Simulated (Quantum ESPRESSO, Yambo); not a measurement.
# NaF (Villiaumite): changed settings of a GW run in Yambo

A base run on NaF (Villiaumite), then changed inputs.

Program: Yambo 5.3.0. Level of theory: PBE and many-body steps on it, plane waves. Results are calculated unless marked as measured.

The database entry behind the starting cell differs from later determinations by our own check (0.1 to 0.3 % short, probably kX units), so it need not match the best structure at ambient conditions.

### 1. Starting point

It takes space group Fm-3m (No. 225, cubic). The conventional cell has a = 4.620 Å, b = 4.620 Å, c = 4.620 Å, α = 90.00°, β = 90.00°, γ = 90.00°. Nearest to Na lie 6 F at 2.31 Å. Nearest to F lie 6 Na at 2.31 Å. Farther neighbours and most contacts between anions are not listed.

Structure file:

```
Na F
1.0
     0.00000    2.31000    2.31000
     2.31000    0.00000    2.31000
     2.31000    2.31000    0.00000
Na F
1 1
Direct
  0.00000 0.00000 0.00000
  0.50000 0.50000 0.50000
```

The cell and positions come from the Crystallography Open Database and are kept as given unless a step says otherwise.

### 2. Base

This step: Yambo 5.3.0; G0W0 on PBE, plane waves, norm-conserving pseudopotentials.

G0W0 replaces the xc potential by the self-energy, built once from these orbitals. Only a window of levels is corrected, while the sums run over the empty bands that the input names.

Contents of gw1.in:

```
HF_and_locXC
gw0
dyson
ppa
em1d
rim_cut
RandQpts= 1000000
RandGvec= 1 RL
EXXRLvcs= 76 Ry
VXCRLvcs= 304 Ry
Chimod= "HARTREE"
% BndsRnXp
 1 | 68 |
%
NGsBlkXp= 13 Ry
% LongDrXp
 1 | 1 | 1 |
%
% GbndRnge
 1 | 68 |
%
DysSolver= "n"
ExtendOut
PPAPntXp= 27.21138 eV
% QPkrange
 1 | 1 | 7 | 10 |
%
```

Command:

```console
OMP_NUM_THREADS=1 mpirun -n 4 yambo -F gw1.in -J gw1 -C gw1 > gw1.log
```

What it wrote:

```text
 Yambo, version 5.3.0

 [02] CORE Variables Setup
 =========================

  [... cell, symmetries and grids as in the set-up ...]

  [02.05] Energies & Occupations
  ==============================

  [X] === General ===
  [X] Electronic Temperature                        :  0.000000  0.000000 [eV K]
  [X] Bosonic    Temperature                        :  0.000000  0.000000 [eV K]
  [X] Finite Temperature mode                       : no
  [X] El. density                                   :  0.64901E+24 [cm-3]
  [X] Fermi Level                                   :  0.999133 [eV]

  [X] === Gaps and Widths ===
  [X] Conduction Band Min                           :  6.389538 [eV]
  [X] Valence Band Max                              :  0.000000 [eV]
  [X] Filled Bands                                  :   8
  [X] Empty Bands                                   :    9   68
  [X] Direct Gap                                    :  6.389538 [eV]
  [X] Direct Gap localized at k                     :  1
  [X] Indirect Gap                                  :  6.389538 [eV]
  [X] Indirect Gap between kpts                     :  1  1
  [X] Last valence band width                       :  0.572771 [eV]
  [X] 1st conduction band width                     :  6.932249 [eV]

 [03] Transferred momenta grid and indexing
 ==========================================

 IBZ Q-points                                      :  29
 BZ  Q-points                                      :   512

 K/Q-points units:
 rlu = crystal or reduced units; cc = cartesian coordinates; iku = interal k-units

 Q [ 1]         [rlu]:  0.000000  0.000000  0.000000
 Q [ 2]         [rlu]:  0.18112E-16 -0.27044E-17  0.12500
 Q [ 3]         [rlu]: -0.32585E-20 -0.32585E-20  0.25000
 Q [ 4]         [rlu]:  0.31987E-16  0.31987E-16  0.37500
 Q [ 5]         [rlu]: -0.72449E-16  0.10818E-16 -0.50000
 Q [ 6]         [rlu]:  0.14472E-16  0.12500      0.12500
 Q [ 7]         [rlu]:  0.22348E-16  0.12500      0.25000
 Q [ 8]         [rlu]:  0.13875E-16  0.12500      0.37500
 Q [ 9]         [rlu]: -0.34335E-16  0.12500      0.50000
 Q [10]         [rlu]: -0.16938E-16  0.12500     -0.37500
     [... 17 further rows ...]
 Q [28]         [rlu]:  0.125000 -0.500000 -0.375000
 Q [29]         [rlu]:  0.250000 -0.500000 -0.250000

 [04] Coloumb potential Random Integration (RIM)
 ===============================================

  [04.01] RIM initialization
  ==========================

  * Diagonal components only detected *

  8 x (sBL volume)        :  0.023297 [a.u.]
  sBZ random points       :  1000000
  Points outside the sBZ  :   7999624
  RL volume               :  1.490998 [a.u.]
  Integrated volume       :  1.491068 [a.u.]

  [04.02] RIM integrals
  =====================

  Gamma point sphere radius             :  0.051806 [a.u.]
  Points outside the sphere             :   799635
  [Int_sBZ(q=0) 1/q^2]*(Vol_sBZ)^(-1/3) =:  7.763403
                                 should be <:  7.795600

  Summary of Coulomb integrals for non-metallic bands |Q|[au] RIM/Bare

  Q [1] 0.100000E-4 0.995870 * Q [2] 0.155815 1.063761
  Q [6] 0.179920 1.062895 * Q [12] 0.254445 1.026260
  Q [7] 0.298363 1.018621 * Q [3] 0.311630 1.016124
  Q [13] 0.359840 1.013019 * Q [11] 0.392126 1.010859
  Q [22] 0.402313 1.010006 * Q [8] 0.440712 1.008119
  Q [4] 0.467445 1.007109 * Q [14] 0.467445 1.007392
[...]
Q [27] 0.648710 1.004037 * Q [24] 0.673198 1.003772
  Q [26] 0.690995 1.003296 * Q [21] 0.719679 1.003297
  Q [28] 0.741828 1.003093 * Q [20] 0.763335 1.002929
  Q [29] 0.804626 1.002616

 [05] Dipoles
 ============

  [05.01] Setup: observables and procedures
  =========================================

 [06] Dynamic Dielectric Matrix (PPA)
 ====================================

 [WR./gw1//ndb.pp]---------------------------------------------------------------
  Brillouin Zone Q/K grids (IBZ/BZ)                :    29   512    29   512
  RL vectors                                       :  2565 [WF]
  Coulomb cutoff potential                         : none
  Electronic Temperature                           :  0.000000 [K]
  Bosonic    Temperature                           :  0.000000 [K]
  PPA    diel. fun.  energies                      : Perdew, Burke & Ernzerhof(X)+Perdew, Burke & Ernzerhof(C)
  wavefunctions                                    : Perdew, Burke & Ernzerhof(X)+Perdew, Burke & Ernzerhof(C)
  Global Gauge                                     : length
  X matrix size                                    :  169
  X band range                                     :    1   68
  X e/h energy range                               : -1.000000 -1.000000 [eV]
  X Time ordering                                  : R
  X Hxc Kernel                                     : HARTREE
  X Drude frequency                                :  0.000000  0.000000
  X poles                                          :  100.0000 [o/o]
  RL vectors in the sum                            :  2565
  [r,Vnl] included                                 : yes
  Field direction                                  :  0.577350E-5  0.577350E-5  0.577350E-5
  BZ energy Double Grid                            : no
  BZ energy DbGd points                            : 0
  BZ Q point size factor                           : -1.000000
  X Optical Averaged directions                    : none

 [07] Local Exchange-Correlation + Non-Local Fock
 ================================================

 [VXC] Plane waves :  14841
 [EXS] Plane waves :  1893

 QP @ state[ 1 ] K range:  1  1
 QP @ state[ 1 ] b range:   7  10

 [xc] Functional : Perdew, Burke & Ernzerhof(X)+Perdew, Burke & Ernzerhof(C)
 [xc] LIBXC used to calculate xc functional
  PP Number of Atomic Species                      :  2
  NLCC RL compoments                               :  14841
  PP Number of Atomic Species                      :  2
  NLCC RL compoments                               :  14841

 [xc] E_xc :  -11.60135 [Ha]
      E_xc :  -23.20271 [Ry]

  Local XC kind (lXC) : Perdew, Burke & Ernzerhof(X)+Perdew, Burke & Ernzerhof(C)
  Non-Local XC kind (nlXC) : Hartree-Fock

  Corrections @ K [1] :  [eV]
 <7|nlXC|7> = -30.21010 -0.72293E-17 <7|lXC|7> = -22.50797  0.61899E-21
 <8|nlXC|8> = -30.21009 -0.47936E-17 <8|lXC|8> = -22.50797  0.10271E-20
 <9|nlXC|9> = -5.349306  0.80101E-18 <9|lXC|9> = -9.465290 -0.13819E-18
 <10|nlXC|10> = -2.175559  0.25809E-19 <10|lXC|10> = -7.169312 -0.36172E-21

 [08] Dyson equation: Newton solver
 ==================================

  [08.01] G0W0 (W PPA)
  ====================

  [  GW  ] Bands range     :    1   68
  [GW/PPA] G damping       :  0.100000 [eV]

  QP @ state[ 1 ] K range:  1  1
  QP @ state[ 1 ] b range:   7  10

   Sc/G bands                                       :    1   68
   Sc/G damping                                     :  0.100000 ev
   Sc bands terminator                              : no
   Sx RL components                                 :  1893

   QP @ state[ 1 ] K range                          :  1  1
   QP @ state[ 1 ] b range                          :   7  10
   GF energies kind                                 : Perdew, Burke & Ernzerhof(X)+Perdew, Burke & Ernzerhof(C)
   GF WF`s kind                                     : Perdew, Burke & Ernzerhof(X)+Perdew, Burke & Ernzerhof(C)
   Xs energies kind                                 : Perdew, Burke & Ernzerhof(X)+Perdew, Burke & Ernzerhof(C)
   Xs WF`s kind                                     : Perdew, Burke & Ernzerhof(X)+Perdew, Burke & Ernzerhof(C)

 [11] Game Over & Game summary
```

It took 4.7 min on 4 MPI ranks of Arm Neoverse V1, shared host; peak memory 1.6 GiB.

This step gave:

```
G0W0 gap on the points computed              : 10.42 eV
starting gap on the mesh                     : 6.390 eV
k of the valence top                         : 0, 0, 0
k of the conduction bottom                   : 0, 0, 0
least direct G0W0 gap on the computed points : 10.42 eV
Z at the valence top                         : 0.8224
Z at the conduction bottom                   : 0.9036
```

The gap on the mesh goes from 6.39 eV to 10.42 eV, a correction of +4.03 eV.

### 3. No random integration

Contents of gw2.in:

```
HF_and_locXC
gw0
dyson
ppa
em1d
rim_cut
RandQpts= 0
RandGvec= 1 RL
EXXRLvcs= 76 Ry
VXCRLvcs= 304 Ry
Chimod= "HARTREE"
% BndsRnXp
 1 | 68 |
%
NGsBlkXp= 13 Ry
% LongDrXp
 1 | 1 | 1 |
%
% GbndRnge
 1 | 68 |
%
DysSolver= "n"
ExtendOut
PPAPntXp= 27.21138 eV
% QPkrange
 1 | 1 | 7 | 10 |
%
```

Command:

```console
OMP_NUM_THREADS=1 mpirun -n 4 yambo -F gw2.in -J gw2,gw1_W -C gw2 > gw2.log
```

What it wrote:

```text
 Yambo, version 5.3.0

 [02] CORE Variables Setup
 =========================

  [... cell, symmetries and grids as in the set-up ...]

  [02.05] Energies & Occupations
  ==============================

  [X] === General ===
  [X] Electronic Temperature                        :  0.000000  0.000000 [eV K]
  [X] Bosonic    Temperature                        :  0.000000  0.000000 [eV K]
  [X] Finite Temperature mode                       : no
  [X] El. density                                   :  0.64901E+24 [cm-3]
  [X] Fermi Level                                   :  0.999133 [eV]

  [X] === Gaps and Widths ===
  [X] Conduction Band Min                           :  6.389538 [eV]
  [X] Valence Band Max                              :  0.000000 [eV]
  [X] Filled Bands                                  :   8
  [X] Empty Bands                                   :    9   68
  [X] Direct Gap                                    :  6.389538 [eV]
  [X] Direct Gap localized at k                     :  1
  [X] Indirect Gap                                  :  6.389538 [eV]
  [X] Indirect Gap between kpts                     :  1  1
  [X] Last valence band width                       :  0.572771 [eV]
  [X] 1st conduction band width                     :  6.932249 [eV]

 [03] Transferred momenta grid and indexing
 ==========================================

 IBZ Q-points                                      :  29
 BZ  Q-points                                      :   512

 K/Q-points units:
 rlu = crystal or reduced units; cc = cartesian coordinates; iku = interal k-units

 Q [ 1]         [rlu]:  0.000000  0.000000  0.000000
 Q [ 2]         [rlu]:  0.18112E-16 -0.27044E-17  0.12500
 Q [ 3]         [rlu]: -0.32585E-20 -0.32585E-20  0.25000
[...]
Q [ 8]         [rlu]:  0.13875E-16  0.12500      0.37500
 Q [ 9]         [rlu]: -0.34335E-16  0.12500      0.50000
 Q [10]         [rlu]: -0.16938E-16  0.12500     -0.37500
     [... 17 further rows ...]
 Q [28]         [rlu]:  0.125000 -0.500000 -0.375000
 Q [29]         [rlu]:  0.250000 -0.500000 -0.250000

 [04] Dipoles
 ============

  [04.01] Setup: observables and procedures
  =========================================

 [05] Dynamic Dielectric Matrix (PPA)
 ====================================

   Sc/G bands                                       :    1   68
   Sc/G damping                                     :  0.100000 ev
   Sc bands terminator                              : no
   Sx RL components                                 :  1893

   QP @ state[ 1 ] K range                          :  1  1
   QP @ state[ 1 ] b range                          :   7  10
   GF energies kind                                 : Perdew, Burke & Ernzerhof(X)+Perdew, Burke & Ernzerhof(C)
   GF WF`s kind                                     : Perdew, Burke & Ernzerhof(X)+Perdew, Burke & Ernzerhof(C)
   Xs energies kind                                 : Perdew, Burke & Ernzerhof(X)+Perdew, Burke & Ernzerhof(C)
   Xs WF`s kind                                     : Perdew, Burke & Ernzerhof(X)+Perdew, Burke & Ernzerhof(C)

 [10] Game Over & Game summary
```

It took 42 s on 4 MPI ranks; peak memory 1.6 GiB.

Numbers from this step:

* G0W0 gap on the points computed: 10.31 eV
* starting gap on the mesh: 6.390 eV
* k of the valence top: 0, 0, 0
* k of the conduction bottom: 0, 0, 0
* least direct G0W0 gap on the computed points: 10.31 eV
* Z at the valence top: 0.8240
* Z at the conduction bottom: 0.9054

### 4. Pole fitted at another frequency

Contents of gw3.in:

```
HF_and_locXC
gw0
dyson
ppa
em1d
rim_cut
RandQpts= 1000000
RandGvec= 1 RL
EXXRLvcs= 76 Ry
VXCRLvcs= 304 Ry
Chimod= "HARTREE"
% BndsRnXp
 1 | 68 |
%
NGsBlkXp= 13 Ry
% LongDrXp
 1 | 1 | 1 |
%
% GbndRnge
 1 | 68 |
%
DysSolver= "n"
ExtendOut
PPAPntXp= 10 eV
% QPkrange
 1 | 1 | 7 | 10 |
%
```

Command:

```console
OMP_NUM_THREADS=1 mpirun -n 4 yambo -F gw3.in -J gw3 -C gw3 > gw3.log
```

What it wrote:

```text
 Yambo, version 5.3.0

 [02] CORE Variables Setup
 =========================

  [... cell, symmetries and grids as in the set-up ...]

  [02.05] Energies & Occupations
  ==============================

  [X] === General ===
  [X] Electronic Temperature                        :  0.000000  0.000000 [eV K]
  [X] Bosonic    Temperature                        :  0.000000  0.000000 [eV K]
  [X] Finite Temperature mode                       : no
  [X] El. density                                   :  0.64901E+24 [cm-3]
[...]
Sx RL components                                 :  1893

   QP @ state[ 1 ] K range                          :  1  1
   QP @ state[ 1 ] b range                          :   7  10
   GF energies kind                                 : Perdew, Burke & Ernzerhof(X)+Perdew, Burke & Ernzerhof(C)
   GF WF`s kind                                     : Perdew, Burke & Ernzerhof(X)+Perdew, Burke & Ernzerhof(C)
   Xs energies kind                                 : Perdew, Burke & Ernzerhof(X)+Perdew, Burke & Ernzerhof(C)
   Xs WF`s kind                                     : Perdew, Burke & Ernzerhof(X)+Perdew, Burke & Ernzerhof(C)

 [11] Game Over & Game summary
```

Run time: 4.3 min. Hardware: 4 MPI ranks; peak memory 1.6 GiB; 17 min of CPU time.

Numbers from this step:

```yaml
g0w0_gap_on_the_points_computed: 10.32 eV
starting_gap_on_the_mesh: 6.390 eV
k_of_the_valence_top: 0, 0, 0
k_of_the_conduction_bottom: 0, 0, 0
least_direct_g0w0_gap_on_the_computed_points: 10.32 eV
```

Against G0W0 in Yambo (8×8×8 mesh, 68 bands, screening to 176.9 eV, Godby-Needs plasmon pole), the gap moves by −0.098 eV.

### 5. Core charge in Vxc

Contents of gw4.in:

```
HF_and_locXC
gw0
dyson
ppa
em1d
rim_cut
RandQpts= 1000000
RandGvec= 1 RL
EXXRLvcs= 76 Ry
VXCRLvcs= 304 Ry
Chimod= "HARTREE"
% BndsRnXp
 1 | 68 |
%
NGsBlkXp= 13 Ry
% LongDrXp
 1 | 1 | 1 |
%
% GbndRnge
 1 | 68 |
%
DysSolver= "n"
ExtendOut
PPAPntXp= 27.21138 eV
% QPkrange
 1 | 1 | 7 | 10 |
%
UseNLCC
```

Command:

```console
OMP_NUM_THREADS=1 mpirun -n 4 yambo -F gw4.in -J gw4,gw1_W -C gw4 > gw4.log
```

What it wrote:

```text
 Yambo, version 5.3.0

 [02] CORE Variables Setup
 =========================

  [... cell, symmetries and grids as in the set-up ...]

  [02.05] Energies & Occupations
  ==============================

  [X] === General ===
  [X] Electronic Temperature                        :  0.000000  0.000000 [eV K]
  [X] Bosonic    Temperature                        :  0.000000  0.000000 [eV K]
  [X] Finite Temperature mode                       : no
  [X] El. density                                   :  0.64901E+24 [cm-3]
[...]
Sx RL components                                 :  1893

   QP @ state[ 1 ] K range                          :  1  1
   QP @ state[ 1 ] b range                          :   7  10
   GF energies kind                                 : Perdew, Burke & Ernzerhof(X)+Perdew, Burke & Ernzerhof(C)
   GF WF`s kind                                     : Perdew, Burke & Ernzerhof(X)+Perdew, Burke & Ernzerhof(C)
   Xs energies kind                                 : Perdew, Burke & Ernzerhof(X)+Perdew, Burke & Ernzerhof(C)
   Xs WF`s kind                                     : Perdew, Burke & Ernzerhof(X)+Perdew, Burke & Ernzerhof(C)

 [11] Game Over & Game summary
```

The job ended after 42 s (4 MPI ranks; peak memory 1.6 GiB; 2.8 min of CPU time).

Numbers from this step:

- G0W0 gap on the points computed: 10.13 eV
- starting gap on the mesh: 6.390 eV
- k of the valence top: 0, 0, 0
- k of the conduction bottom: 0, 0, 0
- least direct G0W0 gap on the computed points: 10.13 eV

Against G0W0 in Yambo (8×8×8 mesh, 68 bands, screening to 176.9 eV, Godby-Needs plasmon pole), the gap moves by −0.282 eV.

### 6. Fewer bands in the self-energy

Contents of gw5.in:

```
HF_and_locXC
gw0
dyson
ppa
em1d
rim_cut
RandQpts= 1000000
RandGvec= 1 RL
EXXRLvcs= 76 Ry
VXCRLvcs= 304 Ry
Chimod= "HARTREE"
% BndsRnXp
 1 | 68 |
%
NGsBlkXp= 13 Ry
% LongDrXp
 1 | 1 | 1 |
%
% GbndRnge
 1 | 28 |
%
DysSolver= "n"
ExtendOut
PPAPntXp= 27.21138 eV
% QPkrange
 1 | 1 | 7 | 10 |
%
```

Command:

```console
OMP_NUM_THREADS=1 mpirun -n 4 yambo -F gw5.in -J gw5,gw1_W -C gw5 > gw5.log
```

What it wrote:

```text
 Yambo, version 5.3.0

 [02] CORE Variables Setup
 =========================

  [... cell, symmetries and grids as in the set-up ...]

  [02.05] Energies & Occupations
  ==============================

  [X] === General ===
  [X] Electronic Temperature                        :  0.000000  0.000000 [eV K]
  [X] Bosonic    Temperature                        :  0.000000  0.000000 [eV K]
  [X] Finite Temperature mode                       : no
  [X] El. density                                   :  0.64901E+24 [cm-3]
  [X] Fermi Level                                   :  0.999133 [eV]

  [X] === Gaps and Widths ===
  [X] Conduction Band Min                           :  6.389538 [eV]
  [X] Valence Band Max                              :  0.000000 [eV]
  [X] Filled Bands                                  :   8
  [X] Empty Bands                                   :    9   68
  [X] Direct Gap                                    :  6.389538 [eV]
  [X] Direct Gap localized at k                     :  1
  [X] Indirect Gap                                  :  6.389538 [eV]
  [X] Indirect Gap between kpts                     :  1  1
  [X] Last valence band width                       :  0.572771 [eV]
  [X] 1st conduction band width                     :  6.932249 [eV]

 [03] Transferred momenta grid and indexing
 ==========================================

 IBZ Q-points                                      :  29
 BZ  Q-points                                      :   512

 K/Q-points units:
 rlu = crystal or reduced units; cc = cartesian coordinates; iku = interal k-units

 Q [ 1]         [rlu]:  0.000000  0.000000  0.000000
 Q [ 2]         [rlu]:  0.18112E-16 -0.27044E-17  0.12500
 Q [ 3]         [rlu]: -0.32585E-20 -0.32585E-20  0.25000
[...]
Q [ 8]         [rlu]:  0.13875E-16  0.12500      0.37500
 Q [ 9]         [rlu]: -0.34335E-16  0.12500      0.50000
 Q [10]         [rlu]: -0.16938E-16  0.12500     -0.37500
     [... 17 further rows ...]
 Q [28]         [rlu]:  0.125000 -0.500000 -0.375000
 Q [29]         [rlu]:  0.250000 -0.500000 -0.250000

 [04] Coloumb potential Random Integration (RIM)
 ===============================================

 Summary of Coulomb integrals for non-metallic bands |Q|[au] RIM/Bare

 Q [1] 0.100000E-4 0.995870 * Q [2] 0.155815 1.063761
 Q [6] 0.179920 1.062895 * Q [12] 0.254445 1.026260
 Q [7] 0.298363 1.018621 * Q [3] 0.311630 1.016124
[...]
Q [26] 0.690995 1.003296 * Q [21] 0.719679 1.003297
 Q [28] 0.741828 1.003093 * Q [20] 0.763335 1.002929
 Q [29] 0.804626 1.002616

 [05] Dipoles
 ============

  [05.01] Setup: observables and procedures
  =========================================

 [06] Dynamic Dielectric Matrix (PPA)
 ====================================

   Sc/G bands                                       :   1  28
   Sc/G damping                                     :  0.100000 ev
   Sc bands terminator                              : no
   Sx RL components                                 :  1893

   QP @ state[ 1 ] K range                          :  1  1
   QP @ state[ 1 ] b range                          :   7  10
   GF energies kind                                 : Perdew, Burke & Ernzerhof(X)+Perdew, Burke & Ernzerhof(C)
   GF WF`s kind                                     : Perdew, Burke & Ernzerhof(X)+Perdew, Burke & Ernzerhof(C)
   Xs energies kind                                 : Perdew, Burke & Ernzerhof(X)+Perdew, Burke & Ernzerhof(C)
   Xs WF`s kind                                     : Perdew, Burke & Ernzerhof(X)+Perdew, Burke & Ernzerhof(C)

 [11] Game Over & Game summary
```

Elapsed: 22 s, on 4 MPI ranks; peak memory 1.6 GiB; 87 s of CPU time.

Numbers from this step:

| Property | Result |
| --- | --- |
| G0W0 gap on the points computed | 10.16 eV |
| starting gap on the mesh | 6.390 eV |
| k of the valence top | 0, 0, 0 |
| k of the conduction bottom | 0, 0, 0 |
| least direct G0W0 gap on the computed points | 10.16 eV |
| Z at the valence top | 0.8252 |
| Z at the conduction bottom | 0.9048 |

(Part 1 of 2 ends here.)

[Paths, hosts, dates, memory and timing lines, banners, echoed tables and standing remarks are left out of the program output.]

[Logs are printed without paths, hosts, clocks, repeated set-up lines and the standing remarks that a program may print on its own settings, such as how far it seeks lower states.]

[Runs of the session that timed out or met a known fault of the program may be left out.]

[Hosts, paths, dates, database ids (printed as entryN), source tags and the programs' standing remarks are cut or masked in the printed files.]
